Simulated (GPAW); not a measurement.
Runs of GPAW 26.7.0 on GaN. It takes space group F-43m (No. 216, cubic). Conventional cell: a = 4.507 Å, b = 4.507 Å, c = 4.507 Å, α = 90.00°, β = 90.00°, γ = 90.00°. Ga (site symmetry -43m) has 4 N at 1.95 Å as nearest neighbours. Around N (site symmetry -43m) lie 4 Ga at 1.95 Å. The cell is a database's computed one.

```csv
task,level,potentials or basis,spin,k mesh,cutoff (eV),maxiter,eigensolver,older calculator (legacy_gpaw),band path,band points,mesh quality,gap on the mesh (eV),V0 of scaled cells (Å³/atom),B0 (GPa)
equation of state,PBEint,"PAW data sets generated in the run's folder for this functional, pw",off,10 × 10 × 10,800,150,-,-,-,-,not flagged,-,11.97,(a)
equation of state,BLYP+D3(BJ),"PAW data sets generated in the run's folder for this functional, pw",off,10 × 10 × 10,800,150,davidson,-,-,-,not flagged,-,11.99,182
single point,B3LYP,"GPAW PAW data sets (gpaw-data 1.2.1), pw",off,5 × 5 × 5,600,60,-,-,-,-,coarse,(b),-,-
equation of state,BP86+D3,"PAW data sets generated in the run's folder for this functional, pw",off,10 × 10 × 10,800,150,-,-,-,-,not flagged,-,11.81,(c)
band structure,vdW-DF-cx,"GPAW PAW data sets (gpaw-data 1.2.1), pw","SOC, no magnetisation",10 × 10 × 10,800,150,-,-,"GXWKGLUWLK,UX",60,not flagged,1.86,-,-
band structure,PBEsol,"PAW data sets generated in the run's folder for this functional, pw","SOC, no magnetisation",10 × 10 × 10,800,150,-,-,"GXWKGLUWLK,UX",80,not flagged,1.78,-,-
```

Alike in all rows: cell as given; smearing fermi-dirac 0.05 eV.

Fill in the values left out.

(a) 193; (b) 3.49; (c) 198.

Caveats: some runs use coarse meshes; the data sets keep Ga 3d, Li 1s and Be 1s frozen, and some such compounds lay over 1.5 % in volume off other programs (some runs); the PAW data sets were made with another functional, which shifts forces and pressure a little (some runs); spin-orbit coupling was added after a scalar SCF, so levels and gaps hold it while energy, forces, pressure and moments don't (some runs); this program's spin-orbit splittings come out too wide for heavy elements (some runs).

A k mesh can miss the band edges, and rows without SOC leave out spin-orbit coupling on Ga.
